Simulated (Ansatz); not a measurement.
An ordered 6-atom cell of Sn5Ge on the diamond lattice (P3m1), relaxed with r2SCAN. The symmetry is P3m1 (No. 156, trigonal); a = 4.552 Å, c = 11.108 Å in the conventional setting, 33.22 Å³ an atom. Ge is surrounded by 4 Sn at 2.66–2.74 Å; Sn is surrounded by 4 Sn at 2.81–2.84 Å; Sn is surrounded by 4 Sn at 2.81–2.83 Å; Sn is surrounded by 3 Ge at 2.74 Å and 1 Sn at 2.84 Å; Sn is surrounded by 1 Ge at 2.66 Å and 3 Sn at 2.81 Å.

```yaml
crystal:
  lattice:
    - [4.55191, 0.00000, 0.00000]
    - [-2.27596, 3.94207, 0.00000]
    - [0.00000, 0.00000, 11.10843]
  atoms:
    - { symbol: Ge, position: [0.00000, 0.00000, 0.99911] }
    - { symbol: Sn, position: [0.66667, 0.33333, 0.67272] }
    - { symbol: Sn, position: [0.33333, 0.66667, 0.32808] }
    - { symbol: Sn, position: [0.66667, 0.33333, 0.92883] }
    - { symbol: Sn, position: [0.33333, 0.66667, 0.58288] }
    - { symbol: Sn, position: [0.00000, 0.00000, 0.23839] }
```

The questions ask for values computed with Ansatz on this geometry. No magnetic order and no zero-point or thermal motion; the cell was built from a prototype and may be hypothetical.

Question: What gap does r2SCAN give, and where are the band edges?

Answer: r2SCAN gives no gap: the lowest nominally empty band dips 0.34 eV below the top of the last filled one (its bottom at A, the top at Γ), so the cell is a metal or semimetal at this level.

Question: Estimate the gap with PBE on 6×6×2.

Answer: PBE gives no gap: the lowest nominally empty band dips 0.31 eV below the top of the last filled one (its bottom at A, the top at Γ–A (0.10 of the way from Γ)), so the cell is a metal or semimetal at this level.

Question: How does the gap change from r2SCAN to PBE+SOC (6×6×2)?

Answer: With PBE+SOC the bands overlap by 0.12 eV (counted from 1, band 84 peaks at Γ and band 85 bottoms out at L): no gap. Spin-orbit coupling itself accounts for +0.19 eV.

Only the levels marked +SOC include spin-orbit coupling.
